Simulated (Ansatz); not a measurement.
# NaCl (Fm-3m): how far a G0W0 gap depends on its settings

Aim: test how the G0W0 gap of NaCl in the rocksalt structure moves with the number of bands, the screening cutoff and the other choices.

The runs shown are made with Ansatz 0.2.0. G0W0, plane waves. The values are computed, spin-unpolarised, and not measurements.

### 1 The structure to begin with

The cell was relaxed beforehand with r2SCAN.

Space group Fm-3m (No. 225), cubic; a = 5.605 Å in the conventional setting, 22.02 Å³ an atom. Na has 6 Cl at 2.80 Å; Cl has 6 Na at 2.80 Å.

As a file:

```cif
data_structure
_symmetry_space_group_name_H-M 'P 1'
_symmetry_Int_Tables_number 1
_cell_length_a 3.9636
_cell_length_b 3.9636
_cell_length_c 3.9636
_cell_angle_alpha 60.000
_cell_angle_beta 60.000
_cell_angle_gamma 60.000
_cell_volume 44.03
loop_
_atom_site_label
_atom_site_type_symbol
_atom_site_fract_x
_atom_site_fract_y
_atom_site_fract_z
_atom_site_occupancy
Na1 Na 0.00000 0.00000 0.00000 1
Cl1 Cl 0.50000 0.50000 0.50000 1
```

### 2 71 empty bands, 80 eV

input.yaml reads:

```yaml
crystal:
  lattice:
    - [0.0, 2.8026987877, 2.8026987877]
    - [2.8026987877, 0.0, 2.8026987877]
    - [2.8026987877, 2.8026987877, 0.0]
  atoms:
    - { symbol: Na, position: [0.0, 0.0, 0.0] }
    - { symbol: Cl, position: [0.5, 0.5, 0.5] }
kpoints:
  mp_grid: { grid: [4, 4, 4] }
hamiltonian:
  xc: pbe
scf:
  occupations: { method: fixed }
gw:
  n_empty_bands: 71
  ecut_chi: 80
  qp_bands: [v2, c2]
  qp_kpoints: band_edges
  screening: { model: contour_deformation }
```

Launch:

```sh
> ansatz run input.yaml --threads 2 --pin off --max-ram 3686MiB --backend cpu --events-out ev --progress --plain --runs-dir out
```

### 3 165 empty bands, 140 eV

Changes to input.yaml since step 2:

```diff
@@ -15,4 +15,4 @@
 gw:
-  n_empty_bands: 71
-  ecut_chi: 80
+  n_empty_bands: 165
+  ecut_chi: 140
   qp_bands: [v2, c2]
```

### 4 304 empty bands, 210 eV

Changes to input.yaml since step 3:

```diff
@@ -15,4 +15,4 @@
 gw:
-  n_empty_bands: 165
-  ecut_chi: 140
+  n_empty_bands: 304
+  ecut_chi: 210
   qp_bands: [v2, c2]
```

### 5 Starting from HSE06

Changes to input.yaml since step 4:

```diff
@@ -11,3 +11,3 @@
 hamiltonian:
-  xc: pbe
+  xc: hse06
 scf:
@@ -15,4 +15,4 @@
 gw:
-  n_empty_bands: 304
-  ecut_chi: 210
+  n_empty_bands: 165
+  ecut_chi: 140
   qp_bands: [v2, c2]
```

### 6 Starting from LDA

Changes to input.yaml since step 5:

```diff
@@ -11,3 +11,3 @@
 hamiltonian:
-  xc: hse06
+  xc: lda
 scf:
```

### 7 Starting from r2SCAN

Changes to input.yaml since step 6:

```diff
@@ -11,3 +11,3 @@
 hamiltonian:
-  xc: lda
+  xc: r2scan
 scf:
```

### 8 A plasmon pole in place of the full frequency dependence

Changes to input.yaml since step 7:

```diff
@@ -11,3 +11,3 @@
 hamiltonian:
-  xc: r2scan
+  xc: pbe
 scf:
@@ -19,2 +19,2 @@
   qp_kpoints: band_edges
-  screening: { model: contour_deformation }
+  screening: { model: godby_needs }
```

### 9 A finer mesh, 6×6×6

Changes to input.yaml since step 8:

```diff
@@ -9,3 +9,3 @@
 kpoints:
-  mp_grid: { grid: [4, 4, 4] }
+  mp_grid: { grid: [6, 6, 6] }
 hamiltonian:
@@ -15,6 +15,6 @@
 gw:
-  n_empty_bands: 165
-  ecut_chi: 140
+  n_empty_bands: 71
+  ecut_chi: 80
   qp_bands: [v2, c2]
   qp_kpoints: band_edges
-  screening: { model: godby_needs }
+  screening: { model: contour_deformation }
```

### 10 Norm-conserving pseudopotentials

Changes to input.yaml since step 9:

```diff
@@ -9,5 +9,6 @@
 kpoints:
-  mp_grid: { grid: [6, 6, 6] }
+  mp_grid: { grid: [4, 4, 4] }
 hamiltonian:
   xc: pbe
+  pseudopotentials: { kind: nc }
 scf:
@@ -15,4 +16,4 @@
 gw:
-  n_empty_bands: 71
-  ecut_chi: 80
+  n_empty_bands: 165
+  ecut_chi: 140
   qp_bands: [v2, c2]
```

What does the calculation give? Wanted: for each run, start; potentials; frequencies; empty bands; cutoff; Kohn-Sham gap; G0W0 gap.

The runs gave:

| start | potentials | frequencies | empty bands | cutoff (eV) | mesh | Kohn-Sham gap (eV) | G0W0 gap (eV) |
| --- | --- | --- | --- | --- | --- | --- | --- |
| PBE | PAW | full | 71 | 80 | 4×4×4 | 5.18 | 7.77 |
| PBE | PAW | full | 165 | 140 | 4×4×4 | 5.18 | 7.94 |
| PBE | PAW | full | 304 | 210 | 4×4×4 | 5.18 | 8.04 |
| HSE06 | PAW | full | 165 | 140 | 4×4×4 | 6.56 | 8.61 |
| LDA | PAW | full | 165 | 140 | 4×4×4 | 4.76 | 7.75 |
| r2SCAN | PAW | full | 165 | 140 | 4×4×4 | 5.97 | 8.39 |
| PBE | PAW | pole | 165 | 140 | 4×4×4 | 5.18 | 7.94 |
| PBE | PAW | full | 71 | 80 | 6×6×6 | 5.18 | 7.76 |
| PBE | NC | full | 165 | 140 | 4×4×4 | 5.18 | 7.93 |

Gaps are those on each run's own mesh.

**Reading.** With bands and cutoff raised together, from 71 bands at 80 eV to 304 at 210 eV, the gap moves by +0.27 eV, and on the last rung by +0.10 eV; extrapolated in 1/N from the last two rungs, the limit on this k mesh would lie near 8.2 eV. The starting point matters: against PBE, HSE06 gives +0.67 eV, LDA gives -0.19 eV, r2SCAN gives +0.45 eV. The plasmon pole changes the gap by +0.003 eV. Norm-conserving potentials change it by -0.006 eV. On the finer mesh the quasiparticle shift is +2.58 eV, against +2.59 eV on the coarse one.
